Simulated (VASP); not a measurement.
Wanted: the native input for a VASP 6.6.1 run.

* Task: single point
* Functional: PBEsol
* Potentials or basis: VASP PAW PBE potentials, release 64 (Bi_d)
* Cutoff: 520 eV
* k mesh: 6 × 6 × 6
* Occupations: gaussian, width 0.1 eV
* Spin: no spin polarisation
* Dipole correction: no
* Further INCAR settings: ALGO = Fast; EDIFF = 1e-07; NBANDS = 14

The structure of Bi lies in POSCAR:

```
Bi
1.0
    3.1300310896      0.0000000000      0.0000000000
    0.0000000000      3.1300310896      0.0000000000
    0.0000000000      0.0000000000      3.1300310896
Bi
1
Direct
    0.5000000000      0.5000000000      0.5000000000
```

This isn't the form of Bi at room conditions, which is rhombohedral.

The cell isn't the ideal one: As replaced by Bi, lengths x 1.146, strained and moved within the space group.

One way to write it, as run:

INCAR

```
ALGO = Fast
EDIFF = 1E-7
ENCUT = 520
GGA = PS
ISIF = 2
ISMEAR = 0
LASPH = True
LCHARG = True
LELF = True
LREAL = False
LVHAR = True
LWAVE = False
NBANDS = 14
NELM = 60
PREC = Accurate
SIGMA = 0.1
```

KPOINTS

```
k-points
0
Gamma
  6 6 6
```

Potentials or basis: VASP PAW PBE potentials, release 64 (Bi_d).

Launch:

```console
$ cat potpaw_PBE.64/Bi_d/POTCAR > POTCAR
$ mpirun -np 1 vasp_std > vasp.out
```

Results of the run:

- Pressure: 6.1 GPa
- Band gap on the k mesh: none (metal or under the smearing width)

Caveat: the PAW data sets were made with another functional, which shifts forces and pressure a little; spin-orbit coupling is left out, which moves the levels of the heavy elements.

Wall time 17 s on 1 thread of Intel(R) Xeon(R) Platinum 8175M CPU @ 2.50GHz (Skylake/Cascade Lake), with other jobs on the host, peak memory 0.13 GiB.
